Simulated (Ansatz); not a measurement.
**SiO2 — field gradients at the nuclei**

The cell is an entry of the Crystallography Open Database (COD; perhaps a calculated or model structure), ions relaxed with PBE at fixed cell.

Space group P4_32_12 (No. 96); a = 4.9329, c = 6.4645 Å.

| site | Wyckoff | site symmetry | x | y | z |
| --- | --- | --- | --- | --- | --- |
| Si | 4a | ..2 | 0.8169 | 0.8169 | 0.5000 |
| O | 8b | 1 | 0.2693 | 0.3637 | 0.8000 |

One atom of each set is listed.

Computed with Ansatz: DFT, PBE, plane waves and PAW (field gradients read without the response of the frozen cores, which leaves them typically 4 to 6 % off), scalar-relativistic, 420 eV cutoff, Γ-centred 4×4×3 k-points, Fermi–Dirac smearing 0.02 eV.

V_zz is the principal component of the electric field gradient with the largest magnitude, η = (V_xx − V_yy)/V_zz and C_Q = eQV_zz/h.

¹⁷O: I = 5/2, Q = -25.58 mb. Nuclear quadrupole moments: year-2017 set (Pyykkö).

```csv
site,atoms,first shell,"V_xx, V_yy, V_zz (10²¹ V/m²)",η,C_Q (MHz)
Si,4,4 O at 1.63 Å,"-0.26, -0.28, 0.54",0.04,–
O,8,"2 Si at 1.63 Å, angle 137°","-3.17, -6.18, 9.35",0.32,-5.78
```

At O V_zz runs parallel to the line that joins its two neighbours (within 2°).

Si has no stable isotope with a ground-state quadrupole moment in the table, so no C_Q is given.

The cell is 8 % smaller than that of α-cristobalite at ambient conditions, so the entry probably stands for a crystal under pressure.
